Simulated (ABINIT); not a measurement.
The system is Sb.

```xyz
2
Lattice="3.3545 0.0000 0.0000 -1.6773 2.9051 0.0000 0.0000 0.0000 5.4702" Properties=species:S:1:pos:R:3 pbc="T T T"
Sb    1.6773    0.9684    4.1026
Sb    0.0000    1.9367    1.3675
```

This isn't the form of Sb at room conditions, which is rhombohedral.

| Item | Value |
| --- | --- |
| Program | ABINIT 10.8.3 (patched build) |
| Task | relaxation of cell and atoms |
| Functional | PBE |
| Potentials or basis | JTH PAW PBE v2.0 |
| Cutoff | 435 eV |
| k mesh | 9 × 9 × 5 |
| Occupations | fermi-dirac, width 0.05 eV |
| Spin | no spin polarisation |

At the start: pressure 1.5 GPa; volume 26.65 Å³/atom.

Problem. How do energy, volume and symmetry change on relaxing?

Solution. Over 11 steps the energy falls by 4.2 meV/atom and the volume is 27.37 Å³/atom (+2.7 %); space group P6_3/mmc (No. 194, to 0.05 Å).

The path:
```tsv
step	energy change (eV)	largest force (eV/Å)	pressure (GPa)	volume (Å³)
1	0.0000	0.0000	1.48	53.31
2	-0.0020	0.0000	1.20	53.55
3	-0.0061	0.0000	0.01	54.61
4	-0.0061	0.0000	-0.02	54.63
5	-0.0064	0.0000	-0.18	54.79
6	-0.0069	0.0000	-0.43	55.02
7	-0.0072	0.0000	-0.35	54.95
8	-0.0083	0.0000	0.05	54.64
9	-0.0084	0.0000	0.10	54.63
10	-0.0083	0.0000	0.07	54.71
11	-0.0085	0.0000	0.00	54.74
```

Final structure:
```cif
data_structure
_symmetry_space_group_name_H-M 'P 1'
_symmetry_Int_Tables_number 1
_cell_length_a 3.4587
_cell_length_b 3.4587
_cell_length_c 5.2837
_cell_angle_alpha 90.000
_cell_angle_beta 90.000
_cell_angle_gamma 120.000
_cell_volume 54.74
loop_
_atom_site_label
_atom_site_type_symbol
_atom_site_fract_x
_atom_site_fract_y
_atom_site_fract_z
_atom_site_occupancy
Sb1 Sb 0.66667 0.33333 0.75000 1
Sb2 Sb 0.33333 0.66667 0.25000 1
```
